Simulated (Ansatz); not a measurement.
**How far is PAW off for ZrC?**

```
CELL_PARAMETERS angstrom
0.00000 2.35021 2.35021
2.35021 0.00000 2.35021
2.35021 2.35021 0.00000
ATOMIC_POSITIONS crystal
Zr 0.50000 0.50000 0.50000
C 0.00000 0.00000 0.00000
```

Atom numbers follow the list: Zr1, C2.

The cell is a measured one (Crystallography Open Database entry 1562921); the temperature and pressure of the measurement aren't taken into account, and nothing was relaxed.

All numbers are computed: DFT, LDA, PAW with Ansatz's default frozen-core files, scalar-relativistic (Ansatz 0.2.0); DFT, LDA, all-electron LAPW, scalar-relativistic (Ansatz 0.2.0).

For PAW: a Γ-centred 15×15×15 k mesh, Fermi–Dirac smearing of 0.05 eV, cutoff 420 eV, no spin polarisation; the PAW files were made with PBE, and the program remakes their frozen cores for this functional. LAPW targets a basis error of 0.25 meV/atom. The Ansatz runs share mesh, smearing and spin set-up. Plane-wave (PAW) pressures include the program's estimate of the Pulay term.

Stress and pressure are positive in compression.

Levels count from the Fermi level.

```
                      quantity      PAW     LAPW
                pressure (GPa)    -8.67    -8.60
highest filled level at U (eV)   -1.550   -1.549
  lowest empty level at U (eV)    1.486    1.485
highest filled level at Γ (eV)  -11.159  -11.158
  lowest empty level at Γ (eV)    0.954    0.954
highest filled level at X (eV)   -1.789   -1.790
  lowest empty level at X (eV)    0.086    0.086
```

PAW's pressure differs from the LAPW value by -0.07 GPa.
